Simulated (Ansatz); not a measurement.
Lu under changes of volume

One of the cells (29.689 Å³/atom); the others are scaled copies at fixed shape and fractional positions:

```
Lu
1.0
     1.74073    1.00501    8.48515
    -1.74073    1.00501    8.48515
     0.00000   -2.01003    8.48515
Lu
3
Cartesian
  0.0000 0.0000 5.6433
  0.0000 0.0000 19.8122
  0.0000 0.0000 0.0000
```

This isn't the form of Lu at room conditions, which is hcp.

* Program: Ansatz 0.2.0
* Functional: PBE
* Potentials or basis: Ansatz PAW
* Cutoff: 420 eV (not typed: the program's choice for these potentials)
* k mesh: 9 × 9 × 9
* Occupations: fermi-dirac, width 0.05 eV
* Spin: no spin polarisation

```csv
volume (Å³/atom),energy over the lowest point (meV/atom),pressure (GPa),largest force (eV/Å)
27.908,4.94,1.8,0.026
28.501,?,?,?
29.095,0.00,-0.2,0.008
29.689,2.67,-1.0,0.000
30.283,8.36,-1.8,0.007
30.876,16.80,-2.5,0.013
31.470,27.72,-3.2,0.018
```

Task: What does the run at 28.501 Å³/atom give?

Result: Energy over the lowest point 0.65 meV/atom; pressure 0.7 GPa; largest force 0.017 eV/Å.

Worked out: A Birch-Murnaghan fit of order 3 (a polynomial in V^(-2/3)) to the other rows has its minimum at 28.91 Å³/atom with B0 = V·E''(V) = 45 GPa and B' = 3.7 at fixed shape and positions, which overstates the stiffness. It gives 0.64 meV/atom at 28.501 Å³/atom, against the run's 0.65, and -dE/dV = 0.7 GPa, against 0.7.

Energies are extrapolated to zero smearing.
